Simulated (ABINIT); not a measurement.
# BaTiO3 (P4mm) in ABINIT: notebook

The runs below take BaTiO3 through single point, relaxation of cell and atoms, with LDA.

Everything below comes from runs of ABINIT 10.8.3 (patched build). Logs are shortened: lines on timing, memory, paths and dates and some standing lists are left out, and cuts for length are marked. The log counts tension as positive stress, the text compression.

### Step 1. The structure

The structure is tetragonal, space group P4mm (No. 99). The conventional cell has a = 4.000 Å, b = 4.000 Å, c = 4.018 Å, α = 90.00°, β = 90.00°, γ = 90.00°. Ba (site symmetry 4mm) has 12 O at 2.79 to 2.88 Å as nearest neighbours. Ti (site symmetry 4mm) has 6 O at 1.89 to 2.13 Å as nearest neighbours. O (site symmetry 2mm) has 2 Ti at 2.00 Å as nearest neighbours. O (site symmetry 4mm) is surrounded by 2 Ti at 1.89 to 2.13 Å.

### Step 2. Single point, LDA

File run.abi:

```
# Pseudopotentials
pp_dirpath "./"
pseudos "Ba.upf, Ti.upf, O.upf"

# Structure
acell 3.9998 3.9998 4.018 Angstrom
rprim
     1.0000000000     0.0000000000     0.0000000000
     0.0000000000     1.0000000000     0.0000000000
     0.0000000000     0.0000000000     1.0000000000
ntypat 3
znucl 56 22 8
natom 5
typat 1 2 3 3 3
xred
     0.0000000000     0.0000000000     0.0000000000
     0.5000000000     0.5000000000     0.4900000000
     0.0000000000     0.5000000000     0.5170000000
     0.5000000000     0.0000000000     0.5170000000
     0.5000000000     0.5000000000     0.0190000000

# Plane-wave basis
ecut 952.398519 eV

# k points
kptopt 1
ngkpt 5 5 5
nshiftk 1
shiftk 0.0 0.0 0.0

# Exchange and correlation
ixc 7

# Bands and occupations
nband 24
occopt 3
tsmear 0.00183747

# SCF cycle
nstep 100
tolvrs 1.0e-10

# Output
iomode 3
prtwf 0
prtden 0
prteig 0
prtebands 0
```

Potentials or basis: PseudoDojo NC SR LDA v0.4.1 standard.

Launch:

```console
abinit run.abi > log 2>&1
```

run.abo:

```text
.Version 10.8.3 of ABINIT
 Symmetries : space group P4 m m (# 99); Bravais tP (primitive tetrag.)
================================================================================
 Values of the parameters that define the memory need of the present run
     intxc =       0    ionmov =       0      iscf =       7    lmnmax =       6
     lnmax =       6     mgfft =      45  mpssoang =       3    mqgrid =    3001
     natom =       5  nloc_mem =       1    nspden =       1   nspinor =       1
    nsppol =       1      nsym =       8    n1xccc =    2501    ntypat =       3
    occopt =       3   xclevel =       1
       mpw =        4306          nfft =       91125          nkpt =          18
================================================================================
================================================================================

--------------------------------------------------------------------------------
------------- Echo of variables that govern the present computation ------------
--------------------------------------------------------------------------------
 -outvars: echo values of preprocessed input variables --------
            acell      7.5585265584E+00  7.5585265584E+00  7.5929195739E+00 Bohr
              amu      1.37327000E+02  4.78800000E+01  1.59994000E+01
             ecut      3.50000000E+01 Hartree
              ixc           7
         kptrlatt        5    0    0      0    5    0      0    0    5
          kptrlen      3.77926328E+01
            natom           5
            nband          24
            ngfft          45      45      45
             nkpt          18
            nstep         100
             nsym           8
           ntypat           3
           occopt           3
           prtden           0
        prtebands           0
           prteig           0
            prtwf           0
          spgroup          99
           tolvrs      1.00000000E-10
           tsmear      1.83747000E-03 Hartree
            typat      1  2  3  3  3
           xangst      0.0000000000E+00  0.0000000000E+00  0.0000000000E+00
                       1.9999000000E+00  1.9999000000E+00  1.9688200000E+00
                       0.0000000000E+00  1.9999000000E+00  2.0773060000E+00
                       1.9999000000E+00  0.0000000000E+00  2.0773060000E+00
                       1.9999000000E+00  1.9999000000E+00  7.6342000000E-02
            xcart      0.0000000000E+00  0.0000000000E+00  0.0000000000E+00
                       3.7792632792E+00  3.7792632792E+00  3.7205305912E+00
                       0.0000000000E+00  3.7792632792E+00  3.9255394197E+00
                       3.7792632792E+00  0.0000000000E+00  3.9255394197E+00
                       3.7792632792E+00  3.7792632792E+00  1.4426547190E-01
             xred      0.0000000000E+00  0.0000000000E+00  0.0000000000E+00
                       5.0000000000E-01  5.0000000000E-01  4.9000000000E-01
                       0.0000000000E+00  5.0000000000E-01  5.1700000000E-01
                       5.0000000000E-01  0.0000000000E+00  5.1700000000E-01
                       5.0000000000E-01  5.0000000000E-01  1.9000000000E-02
            znucl       56.00000   22.00000    8.00000

================================================================================

 chkinp: Checking input parameters for consistency.

================================================================================
== DATASET  1 ==================================================================

--- !DatasetInfo
iteration_state: {dtset: 1, }
dimensions: {natom: 5, nkpt: 18, mband: 24, nsppol: 1, nspinor: 1, nspden: 1, mpw: 4306, }
cutoff_energies: {ecut:  35.0, pawecutdg:  -1.0, }
electrons: {nelect:   4.00000000E+01, charge:   0.00000000E+00, occopt:   3.00000000E+00, tsmear:   1.83747000E-03, }
meta: {optdriver: 0, ionmov: 0, optcell: 0, iscf: 7, paral_kgb: 0, }
...

 Exchange-correlation functional for the present dataset will be:
  LDA: Perdew-Wang 92 LSD fit to Ceperley-Alder data - ixc=7
  J.P.Perdew and Y.Wang, PRB 45, 13244 (1992)

 Real(R)+Recip(G) space primitive vectors, cartesian coordinates (Bohr,Bohr^-1):
 R(1)=  7.5585266  0.0000000  0.0000000  G(1)=  0.1323009  0.0000000  0.0000000
 R(2)=  0.0000000  7.5585266  0.0000000  G(2)=  0.0000000  0.1323009  0.0000000
 R(3)=  0.0000000  0.0000000  7.5929196  G(3)=  0.0000000  0.0000000  0.1317016
 Unit cell volume ucvol=  4.3379355E+02 bohr^3
 Angles (23,13,12)=  9.00000000E+01  9.00000000E+01  9.00000000E+01 degrees

 getcut: wavevector=  0.0000  0.0000  0.0000  ngfft=  45  45  45
         ecut(hartree)=     35.000   => boxcut(ratio)=   2.17593

[... 69 lines left out ...]
xred      :
- [  0.0000E+00,   0.0000E+00,   0.0000E+00, Ba]
- [  5.0000E-01,   5.0000E-01,   4.9000E-01, Ti]
- [  0.0000E+00,   5.0000E-01,   5.1700E-01,  O]
- [  5.0000E-01,   0.0000E+00,   5.1700E-01,  O]
- [  5.0000E-01,   5.0000E-01,   1.9000E-02,  O]
cartesian_forces: # hartree/bohr
- [ -0.00000000E+00,  -0.00000000E+00,   2.77605321E-04, ]
- [ -0.00000000E+00,  -0.00000000E+00,  -4.23647460E-03, ]
- [ -0.00000000E+00,  -0.00000000E+00,  -2.19898496E-03, ]
- [ -0.00000000E+00,  -0.00000000E+00,  -2.19898496E-03, ]
- [ -0.00000000E+00,  -0.00000000E+00,   8.35683919E-03, ]
force_length_stats: {min:   2.77605321E-04, max:   8.35683919E-03, mean:   3.45377781E-03, }
...

 Integrated electronic density in atomic spheres:
 ------------------------------------------------
 Atom  Sphere_radius  Integrated_density
    1        2.00000          5.27226408
    2        2.00000          9.40805891
    3        2.00000          6.17676072
    4        2.00000          6.17676072
    5        2.00000          6.19512749
================================================================================

 ----iterations are completed or convergence reached----

 Mean square residual over all n,k,spin=   66.030E-08; max=  76.485E-06
 reduced coordinates (array xred) for    5 atoms
       0.000000000000      0.000000000000      0.000000000000
       0.500000000000      0.500000000000      0.490000000000
       0.000000000000      0.500000000000      0.517000000000
       0.500000000000      0.000000000000      0.517000000000
       0.500000000000      0.500000000000      0.019000000000
 rms dE/dt=  1.9361E-02; max dE/dt=  3.2166E-02; dE/dt below (all hartree)
    1       0.000000000000      0.000000000000     -0.002108695254
    2       0.000000000000      0.000000000000      0.032166350523
    3       0.000000000000      0.000000000000      0.016695855559
    4       0.000000000000      0.000000000000      0.016695855559
    5       0.000000000000      0.000000000000     -0.063453668277

 cartesian coordinates (angstrom) at end:
    1      0.00000000000000     0.00000000000000     0.00000000000000
    2      1.99990000000000     1.99990000000000     1.96882000000000
    3      0.00000000000000     1.99990000000000     2.07730600000000
    4      1.99990000000000     0.00000000000000     2.07730600000000
    5      1.99990000000000     1.99990000000000     0.07634200000000

 cartesian forces (hartree/bohr) at end:
    1     -0.00000000000000    -0.00000000000000     0.00027760532104
    2     -0.00000000000000    -0.00000000000000    -0.00423647459816
    3     -0.00000000000000    -0.00000000000000    -0.00219898495889
    4     -0.00000000000000    -0.00000000000000    -0.00219898495889
    5     -0.00000000000000    -0.00000000000000     0.00835683919491
 frms,max,avg= 2.5499361E-03 8.3568392E-03   0.000E+00  0.000E+00  1.133E-07 h/b

 cartesian forces (eV/Angstrom) at end:
    1     -0.00000000000000    -0.00000000000000     0.01427503955979
    2     -0.00000000000000    -0.00000000000000    -0.21784828279613
    3     -0.00000000000000    -0.00000000000000    -0.11307635301235
    4     -0.00000000000000    -0.00000000000000    -0.11307635301235
    5     -0.00000000000000    -0.00000000000000     0.42972594926104
 frms,max,avg= 1.3112299E-01 4.2972595E-01   0.000E+00  0.000E+00  5.827E-06 e/A
 length scales=  7.558526558406  7.558526558406  7.592919573897 bohr
              =  3.999800000000  3.999800000000  4.018000000000 angstroms
 Fermi (or HOMO) energy (hartree) =   0.26190   Average Vxc (hartree)=  -0.43856
 Eigenvalues (hartree) for nkpt=  18  k points:
 kpt#   1, nband= 24, wtk=  0.00800, kpt=  0.0000  0.0000  0.0000 (reduced coord)
  -1.82449   -0.96390   -0.96279   -0.96279   -0.67863   -0.37793   -0.35266   -0.35062
  -0.13233   -0.13233   -0.13226    0.14468    0.14505    0.14505    0.18471    0.18471
   0.18810    0.22013    0.22037    0.22037    0.29468    0.30276    0.30276    0.38293
      occupation numbers for kpt#   1
   2.00000    2.00000    2.00000    2.00000    2.00000    2.00000    2.00000    2.00000
   2.00000    2.00000    2.00000    2.00000    2.00000    2.00000    2.00000    2.00000
   2.00000    2.00000    2.00000    2.00000    0.00000    0.00000    0.00000    0.00000
 prteigrs : prtvol=0 or 1, do not print more k-points.

--- !EnergyTerms
iteration_state     : {dtset: 1, }
comment             : Components of total free energy in Hartree
kinetic             :  6.25483256405821E+01
hartree             :  2.96503234042153E+01
xc                  : -2.77214314836382E+01
Ewald energy        : -1.03499980157244E+02
psp_core            :  5.49774073633474E+00
local_psp           : -1.00078000110350E+02
non_local_psp       : -3.79125044230423E+00
internal            : -1.37394272412403E+02
'-kT*entropy'       : -4.07059667952031E-11
total_energy        : -1.37394272412444E+02
total_energy_eV     : -3.73868861460055E+03
band_energy         : -1.09713315812339E+01
...

 Cartesian components of stress tensor (hartree/bohr^3)
  sigma(1 1)=  3.40567835E-04  sigma(3 2)=  0.00000000E+00
  sigma(2 2)=  3.40567835E-04  sigma(3 1)=  0.00000000E+00
  sigma(3 3)=  3.09156960E-04  sigma(2 1)=  0.00000000E+00

-Cartesian components of stress tensor (GPa)         [Pressure= -9.7118E+00 GPa]
- sigma(1 1)=  1.00198516E+01  sigma(3 2)=  0.00000000E+00
- sigma(2 2)=  1.00198516E+01  sigma(3 1)=  0.00000000E+00
- sigma(3 3)=  9.09571179E+00  sigma(2 1)=  0.00000000E+00

== END DATASET(S) ==============================================================
================================================================================

 -outvars: echo values of variables after computation  --------
            acell      7.5585265584E+00  7.5585265584E+00  7.5929195739E+00 Bohr
           etotal     -1.3739427241E+02
            fcart     -0.0000000000E+00 -0.0000000000E+00  2.7760532104E-04
                      -0.0000000000E+00 -0.0000000000E+00 -4.2364745982E-03
                      -0.0000000000E+00 -0.0000000000E+00 -2.1989849589E-03
                      -0.0000000000E+00 -0.0000000000E+00 -2.1989849589E-03
                      -0.0000000000E+00 -0.0000000000E+00  8.3568391949E-03
           strten      3.4056783466E-04  3.4056783466E-04  3.0915696003E-04
                       0.0000000000E+00  0.0000000000E+00  0.0000000000E+00
           xangst      0.0000000000E+00  0.0000000000E+00  0.0000000000E+00
                       1.9999000000E+00  1.9999000000E+00  1.9688200000E+00
                       0.0000000000E+00  1.9999000000E+00  2.0773060000E+00
                       1.9999000000E+00  0.0000000000E+00  2.0773060000E+00
                       1.9999000000E+00  1.9999000000E+00  7.6342000000E-02
             xred      0.0000000000E+00  0.0000000000E+00  0.0000000000E+00
                       5.0000000000E-01  5.0000000000E-01  4.9000000000E-01
                       0.0000000000E+00  5.0000000000E-01  5.1700000000E-01
                       5.0000000000E-01  0.0000000000E+00  5.1700000000E-01
                       5.0000000000E-01  5.0000000000E-01  1.9000000000E-02
 Calculation completed.
```

Wall time 2.4 min (1 thread of Intel Xeon Platinum 8259CL at 2.50GHz (Skylake/Cascade Lake), shared host); peak memory 0.1 GiB.

What came out:

```
Free energy                                           : -3738.6886 eV
Largest force                                         : 0.430 eV/Å
Band gap on the k mesh                                : 1.90 eV, indirect (least direct gap 2.02 eV)
Valence electrons inside the program's atomic spheres : Ba 5.27; Ti 9.41; O 6.18, 6.20
```

Forces in eV/Å, atoms in the order of the input:
```
Ba   0.000  0.000  0.014
Ti   0.000  0.000 -0.218
O    0.000  0.000 -0.113
O    0.000  0.000 -0.113
O    0.000  0.000  0.430
```

Caveat: the cutoff is too short for stress, so the log's stress isn't used; this set's barium file shifts pressures by 1 GPa against other sets; this release of the barium file is off; spin-orbit coupling is left out, which moves the levels of the heavy elements; an odd mesh through Γ misses points on the zone boundary, where band edges often lie.

### Step 3. Relaxation of cell and atoms, LDA

File run.abi:

```
# Pseudopotentials
pp_dirpath "./"
pseudos "Ba.LDA_PW-JTH.xml, Ti.LDA_PW-JTH.xml, O.LDA_PW-JTH.xml"

# Structure
acell 7.5585265533 7.5585265533 7.5929195687
rprim
     1.0000000000     0.0000000000     0.0000000000
     0.0000000000     1.0000000000     0.0000000000
     0.0000000000     0.0000000000     1.0000000000
ntypat 3
znucl 56 22 8
natom 5
typat 1 2 3 3 3
chkprim 0
chksymtnons 0
tolsym 1.0e-6
xred
            0.0            0.0            0.0
            1/2            1/2   0.4900000000
            0.0            1/2   0.5170000000
            1/2            0.0   0.5170000000
            1/2            1/2   0.0190000000

# Plane-wave basis
ecut 23.0
pawecutdg 45.0
pawovlp -1
ecutsm 0.5

# k points
kptopt 1
ngkpt 5 5 5
nshiftk 1
shiftk 0.0 0.0 0.0

# Exchange and correlation
ixc 7

# Bands and occupations
nband 24
occopt 3
tsmear 0.05 eV

# SCF cycle
nstep 80
tolvrs 1.0e-10

# Output
iomode 3
prteig 0
prtebands 0
prtwf 0
prtden 0

# Relaxation
ionmov 2
optcell 2
ntime 50
tolmxf 2.0e-5
dilatmx 1.08
```

Potentials or basis: JTH PAW LDA v2.0.

Launch:

```console
mpirun --bind-to none -np 4 abinit run.abi > log 2>&1
```

Run time: 3.9 min. Hardware: 4 MPI ranks of Arm Neoverse V2, shared host; peak memory 0.44 GiB.

The run converged. Its results:

| Item | Value |
| --- | --- |
| Free energy | -3632.9996 eV |
| Relaxed volume | 12.39 Å³/atom |
| Relaxed cell | a = 3.935 Å, b = 3.935 Å, c = 4.001 Å, α = 90.00°, β = 90.00°, γ = 90.00° |
| Space group after relaxing (to 0.05 Å) | P4mm (No. 99) |
| Energy gained by relaxing | 12.9 meV/atom |
| Ionic steps | 19 |
| Pressure after relaxing | 0.0 GPa |
| Band gap on the k mesh | 1.98 eV, indirect (least direct gap 2.12 eV) |

The path:
```csv
step,energy change (eV),largest force (eV/Å),pressure (GPa),volume (Å³)
1,0.0000,0.4306,-7.19,64.28
2,-0.0490,0.2521,-3.38,62.88
3,-0.0625,0.0642,0.33,61.67
4,-0.0628,0.0716,0.12,61.74
5,-0.0637,0.0704,-0.17,61.87
6,-0.0639,0.0627,-0.09,61.86
7,-0.0641,0.0520,0.02,61.85
8,-0.0642,0.0335,0.09,61.85
9,-0.0642,0.0210,0.08,61.87
10,-0.0643,0.0204,0.03,61.90
11,-0.0643,0.0188,-0.03,61.92
12,-0.0643,0.0156,-0.07,61.94
13,-0.0643,0.0117,-0.06,61.95
14,-0.0644,0.0097,-0.02,61.94
15,-0.0644,0.0077,0.00,61.93
16,-0.0644,0.0055,0.02,61.93
17,-0.0644,0.0025,0.02,61.93
18,-0.0644,0.0005,0.01,61.94
19,-0.0644,0.0003,0.00,61.94
```

Final structure:
```
Ba Ti O
1.0
     3.93475    0.00000    0.00000
     0.00000    3.93475    0.00000
     0.00000    0.00000    4.00066
Ba Ti O
1 1 3
Cartesian
  0.0000 0.0000 0.0009
  1.9674 1.9674 1.9436
  0.0000 1.9674 2.0645
  1.9674 0.0000 2.0645
  1.9674 1.9674 0.0995
```

Caveat: this set's barium file shifts pressures by 1.5 GPa and gaps by 0.1 eV against other sets; spin-orbit coupling is left out, which moves the levels of the heavy elements; an odd mesh through Γ misses points on the zone boundary, where band edges often lie; the atomic spheres overlap.

### Step 4. Single point, LDA (cell relaxed)

File run.abi:

```
# Pseudopotentials
pp_dirpath "./"
pseudos "Ba.LDA_PW-JTH.xml, Ti.LDA_PW-JTH.xml, O.LDA_PW-JTH.xml"

# Structure
acell 3*1.0 Angstrom
rprim
     3.9347458200     0.0000000000     0.0000000000
     0.0000000000     3.9347458200     0.0000000000
     0.0000000000     0.0000000000     4.0006614300
ntypat 3
znucl 56 22 8
natom 5
typat 1 2 3 3 3
xred
     0.0000000000     0.0000000000     0.0002254200
     0.5000000000     0.5000000000     0.4858092500
     0.0000000000     0.5000000000     0.5160479300
     0.5000000000     0.0000000000     0.5160479300
     0.5000000000     0.5000000000     0.0248694700
chkprim 0
chksymtnons 0
tolsym 1.0e-6

# Plane-wave basis
ecut 23.0
pawecutdg 45.0
pawovlp 30

# k points
kptopt 1
ngkpt 5 5 5
nshiftk 1
shiftk 0.0 0.0 0.0

# Exchange and correlation
ixc 7

# Bands and occupations
nband 24
occopt 3
tsmear 0.05 eV

# SCF cycle
nstep 100
tolvrs 1.0e-9

# Output
iomode 3
prtwf 0
prteig 0
prtebands 0
enunit 2
prtden 1
prtvha 1
prtvclmb 1
prtpot 1
```

Launch:

```console
mpirun --bind-to none -np 4 abinit run.abi > log 2>&1
```

It took 14 s on 4 MPI ranks of Arm Neoverse V2, shared host; peak memory 0.4 GiB.

Results (log left out):

- Free energy: -3633.0001 eV
- Pressure: -0.2 GPa
- Largest force: 0.006 eV/Å
- Band gap on the k mesh: 1.98 eV, indirect (least direct gap 2.12 eV)

Forces on the atoms (eV/Å):
```
Ba   0.000  0.000  0.001
Ti   0.000  0.000  0.001
O    0.000  0.000 -0.004
O    0.000  0.000 -0.004
O    0.000  0.000  0.006
```

Levels at points of the mesh, in eV from the valence-band top:
```tsv
k point	band 17	band 18	band 19	band 20	band 21	band 22	band 23	band 24
(0.00, 0.00, 0.00)	-1.08	-0.19	-0.14	-0.14	1.98	2.30	2.30	4.59
```

Caveat: this set's barium file shifts pressures by 1.5 GPa and gaps by 0.1 eV against other sets; spin-orbit coupling is left out, which moves the levels of the heavy elements; an odd mesh through Γ misses points on the zone boundary, where band edges often lie; the atomic spheres overlap.

### Step 5. Overview

| task | potentials or basis | cell | cutoff (eV) | cell freedom (optcell) | optimiser (ionmov) | cutoff smearing ecutsm (Ha) | force stop (Ha/bohr) | fine-grid cutoff | gap on the mesh (eV) | pressure (GPa) | largest force (eV/Å) |
| --- | --- | --- | --- | --- | --- | --- | --- | --- | --- | --- | --- |
| single point | PseudoDojo NC SR LDA v0.4.1 standard | as given | 952 | - | - | - | - | - | 1.90 | - | 0.43 |
| relaxation of cell and atoms | JTH PAW LDA v2.0 | relaxed | 626 | 2 | 2 | 0.5 | 2e-05 | 1224.51 eV | 1.98 | 0.0 | - |
| single point | JTH PAW LDA v2.0 | cell relaxed | 626 | - | - | - | - | 1224.51 eV | 1.98 | -0.2 | 0.01 |

Alike in all rows: level LDA; no spin polarisation; k mesh 5 × 5 × 5; smearing fermi-dirac 0.05 eV.

Caveats: spin-orbit coupling is left out, which moves the levels of the heavy elements; an odd mesh through Γ misses points on the zone boundary, where band edges often lie; this set's barium file shifts pressures by 1.5 GPa and gaps by 0.1 eV against other sets (some runs); the atomic spheres overlap (some runs); this set's barium file shifts pressures by 1 GPa against other sets (some runs); this release of the barium file is off (some runs).

Absolute energies hang on the potentials; compare differences alone.
